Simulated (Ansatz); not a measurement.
**TaS2 (P-3m1): zero-pressure volume and bulk modulus with LDA**

An exercise on one series of results from a longer session: the logs are not shown, and one member is left open.

Method: DFT LDA, scalar-relativistic, plane waves, PAW, in Ansatz 0.2.0.

1 further run of the same task is left out (set aside as unsound or not needed). Runs told in other sessions of the task aren't counted.

## The system as given

Symmetry: P-3m1, No. 164, trigonal system. The conventional cell has a = 3.337 Å, b = 3.337 Å, c = 5.906 Å, α = 90.00°, β = 90.00°, γ = 120.00°. Around Ta (site symmetry -3m) lie 6 S at 2.47 Å. S (site symmetry 3m) has 3 Ta at 2.47 Å in its first shell of neighbours.

Coordinates:

```xyz
3
Lattice="3.3368 0.0000 0.0000 -1.6684 2.8898 0.0000 0.0000 0.0000 5.9063" Properties=species:S:1:pos:R:3 pbc="T T T"
Ta    0.0000    0.0000    0.0000
S     0.0000    1.9265    1.5462
S     1.6684    0.9633    4.3601
```

At PBE, an earlier run found 2.71 GPa for this cell of 18.984 Å³/atom (8×8×4 mesh), metallic, no moment left.

Set-up of the first run:

input.yaml reads:

```yaml
crystal:
  lattice:
    - [3.3368432777, 0.0, 0.0]
    - [-1.6684216388, 2.8897910469, 0.0]
    - [0.0, 0.0, 5.9063051333]
  atoms:
    - { symbol: Ta, position: [0.0, 0.0, 0.0], spin: 0.05 }
    - { symbol: S, position: [0.3333333333, 0.6666666667, 0.2617897483] }
    - { symbol: S, position: [0.6666666667, 0.3333333333, 0.7382102517] }
basis:
  ecutwfc: 420
  ecutrho_ratio: 4
kpoints:
  mp_grid: { grid: [8, 8, 4] }
hamiltonian:
  xc: lda
scf:
  occupations: { method: gaussian, width: 0.05 }
output:
  forces: true
  stress: true
  eigenvalues: true
  populations: true
magnetization:
  spin_polarized: true
relax:
  f_tol: 0.02
  max_steps: 40
  cell: { stress_tol: 0.2, fix: [volume] }
checkpoint:
  read: start.run
  write: ck
  compress: false
  write_wavefunctions: false
  write_every: 100000
```

start.run holds the state of a PBE run on this cell.

Launch:

```
> ansatz run input.yaml --threads 4 --pin off --max-ram 8192MiB --backend cpu --events-out ev --progress --plain --runs-dir out
```

Steps of the session up to this table: At the given cell; Stepping to 18.724 Å³/atom; Stepping to 17.352 Å³/atom; Stepping to 17.928 Å³/atom; Stepping to 17.825 Å³/atom; Volume × 0.98 of the new zero; Volume × 1.02 of the new zero; Volume × 0.96 of the new zero; Volume × 1.04 of the new zero.

One table of the session follows, with a row left open; its other results are not shown here.

It belongs to the step «Energy and pressure against volume». 

```
volume (Å³/atom)  energy (meV/atom)  pressure (GPa)
          17.112               5.05            2.45
          17.468               1.18            1.10
          17.825               0.00            0.02
          18.181                  ?               ?
          18.538               3.66           -1.52
```

Estimate the missing values for volume (Å³/atom) = 18.181.

Worked estimate for «energy (meV/atom)». A straight line through the neighbours (17.825, 0.00) and (18.538, 3.66) gives 0.00 + (3.66 − 0.00) × (18.181 − 17.825) / (18.538 − 17.825) = 1.83; a parabola fitted to 3 rows on both sides gives 0.83.

The run gave: energy (meV/atom): 0.98; pressure (GPa): -0.87. In «energy (meV/atom)» the line misses by +0.85 and the parabola by -0.15.

To keep in mind: Warnings in the runs' records: seeded moment not kept.
